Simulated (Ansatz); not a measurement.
Crystal: Co.

```xyz
2
Lattice="2.4874 0.0000 0.0000 -1.2437 2.1541 0.0000 0.0000 0.0000 4.0633" Properties=species:S:1:pos:R:3 pbc="T T T"
Co    0.0000    1.4361    3.0074
Co    1.2437    0.7180    1.0559
```

Base run:

| Property | Result |
| --- | --- |
| Program | Ansatz 0.2.0 |
| Functional | PBEsol |
| Potentials or basis | Ansatz PAW |
| Cutoff | 420 eV (not typed: the program's choice for these potentials) |
| k mesh | 12 × 12 × 7 |
| Occupations | fermi-dirac, width 0.05 eV |
| Spin | no spin polarisation |

Its results: band gap on the k mesh none (metal or under the smearing width); pressure -20.9 GPa; largest force 0.541 eV/Å.

The run is repeated on the same cell with these changes: spin from no spin polarisation to collinear spin, ferromagnetic start. What comes out?

Band gap on the k mesh none (metal or under the smearing width); pressure -9.3 GPa; net moment 3.26 μB per cell; site moments Co +1.70 μB; largest force 0.443 eV/Å.

Caveats: the PAW data sets come from PBE, with cores solved anew for the run's functional, which leaves a small shift of forces and pressure.
